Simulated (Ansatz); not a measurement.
A single-point calculation of InSb in the zincblende structure with the PAW code Ansatz, at the level HSE06. The cell was relaxed with r2SCAN and then strained (epitaxial -1.0 % in the xy plane, free normal strain +0.97 %), with the atoms relaxed again with r2SCAN; k points keep the names of the unstrained zone.

Input file:
```yaml
crystal:
  lattice:
    - [0.0, 3.2467178874, 3.311318016]
    - [3.2467178874, 0.0, 3.311318016]
    - [3.2467178874, 3.2467178874, 0.0]
  atoms:
    - { symbol: In, position: [0.0, 0.0, 0.0] }
    - { symbol: Sb, position: [0.25, 0.25, 0.25] }
kpoints:
  mp_grid: { grid: [4, 4, 4] }
  band_path:
    path:
      - [0.0, 0.0, 0.0]
      - [-0.5, -0.5, 0.0]
      - [-0.375, -0.375, 0.25]
      - [-0.375, 0.0, 0.375]
      - [0.0, 0.0, 0.5]
      - [-0.5, -0.25, 0.25]
      - [-0.012695, -0.012695, 0.0]
    npoints: 1
hamiltonian:
  xc: hse06
scf:
  occupations: { method: fermi_dirac, width: 0.02 }
  n_extra_bands: 4
output:
  forces: true
  stress: true
  eigenvalues: true
```

Wall time 11 s on 1 × NVIDIA H100 80GB HBM3 with 2 threads of AMD EPYC 7R13 Processor (Zen 3), on a shared host, load about 2.9 per core; peak host memory 1.8 GiB.

Output, abridged:
```
Functional definition: HSE06
Crystal: 2 atoms, lattice volume = 69.810 Å³
Basis set: ecut = 420 eV, 1379 PW (Γ)
Bands: 18, of which v1, the nominal top of the filled ones, is band 14 counted from 1 (13 counted from 0)
Symmetry: 8 space group operations
Space group: I-4m2 (ITA 119)
k-points: 13 of 64 (time reversal used)
[warm-up without exact exchange]
SCF iter   1: HF=-12082.425030 eV  Δρ=1.30e-3  dr2=1.88e-3
SCF iter   2: HF=-12082.425592 eV  Δρ=3.25e-4  dr2=1.08e-4
SCF iter   3: HF=-12082.425650 eV  Δρ=1.61e-4  dr2=1.22e-5
SCF iter   4: HF=-12082.425725 eV  Δρ=2.44e-5  dr2=3.33e-7
SCF iter   5: HF=-12082.425728 eV  Δρ=5.05e-6  dr2=1.88e-8
SCF iter   6: HF=-12082.425728 eV  Δρ=2.80e-6  dr2=4.43e-9
SCF iter   7: HF=-12082.425728 eV  Δρ=5.93e-7  dr2=2.67e-10
SCF 1 converged in 7 iterations: F = -12082.425728 eV  dr2 = 2.67e-10
[exact exchange on]
Exchange kernel: α = 0.2500, screened, ω = 0.2079 Å⁻¹, Wigner–Seitz truncation, v(0) = 1040.6683 eV·Å³, q-mesh 4×4×4
SCF iter   1: HF=-12090.761432 eV  Δρ=5.64e-3  dr2=1.29e-2
SCF iter   2: HF=-12090.769163 eV  Δρ=2.87e-3  dr2=2.93e-3
SCF iter   3: HF=-12090.769002 eV  Δρ=3.00e-4  dr2=9.56e-5
SCF iter   4: HF=-12090.768990 eV  Δρ=1.08e-4  dr2=6.20e-6
SCF 2 stopped early in 4 iterations: F = -12090.768985 eV  dr2 = 6.20e-6
hybrid outer 1: dexx = +1.109e-2 eV, tail = 5.09e-5 eV
SCF iter   1: HF=-12090.768849 eV  Δρ=3.37e-5  dr2=6.64e-7
SCF iter   2: HF=-12090.768850 eV  Δρ=2.07e-5  dr2=2.35e-7
SCF iter   3: HF=-12090.768849 eV  Δρ=4.41e-6  dr2=2.39e-8
SCF iter   4: HF=-12090.768849 eV  Δρ=1.15e-6  dr2=1.15e-9
SCF 3 converged in 4 iterations: F = -12090.768849 eV  dr2 = 1.15e-9
hybrid outer 2: dexx = +4.469e-7 eV, tail = 8.08e-9 eV, Δε = 5.68e-3 eV
Free energy (F): -12090.768849 eV
Fermi energy:    6.930730 eV
--- Stress (GPa, compression-positive) ---
        0.571590       0.000000       0.000000
        0.000000       0.571590       0.000000
        0.000000       0.000000      -0.119774
  P = ⅓ Tr σ = 0.3411 GPa (3.411 kbar)
```

bands.tsv, columns around the gap (it counts bands from 0):
```tsv
# k_distance	band_9	band_10	band_11	band_12	band_13	band_14	band_15	band_16	band_17
# fermi_ev = 6.930722
# [0, 0, 0] at k_distance = 0.000000
# [-0.5, -0.5, 0] at k_distance = 0.948744
# [-0.375, -0.375, 0.25] at k_distance = 1.290850
# [-0.375, 0, 0.375] at k_distance = 1.881483
# [0, 0, 0.5] at k_distance = 2.472117
# [-0.5, -0.25, 0.25] at k_distance = 3.149687
# [-0.012695, -0.012695, 0] at k_distance = 4.193267
# levels_relative_to = fermi_ev
0.000	-16.535	-11.787	-0.277	-0.170	-0.170	0.156	3.381	3.381	3.428
0.949	-16.534	-9.710	-6.558	-2.498	-2.498	1.767	1.796	8.879	8.879
1.291	-16.537	-9.736	-6.387	-3.446	-2.129	2.080	4.285	6.869	7.076
1.881	-16.533	-9.705	-6.325	-3.444	-2.239	1.948	4.103	6.868	7.020
2.472	-16.534	-10.328	-6.164	-1.319	-1.184	0.884	4.228	4.328	6.637
3.150	-16.537	-9.644	-6.384	-3.175	-3.025	4.052	4.433	4.841	5.482
4.193	-16.535	-11.785	-0.362	-0.177	-0.177	0.240	3.391	3.391	3.420
```
In order the rows are Γ, X, U, K, L, W, Γ–X (0.03).

HSE06 gives a direct gap of 0.33 eV at Γ. The gap is the least over the mesh and the extra points. With the atoms held, the mean pressure is +0.3 GPa (compression positive). (The program warns that its thresholds are loose for a hybrid's stress.)

The values are computed, spin-unpolarised, and not measurements.

Spin-orbit coupling is left out, which matters wherever the heavy atoms make up the band edges.

The meshes of the hybrids are coarse, so their gaps aren't converged to the digits shown.
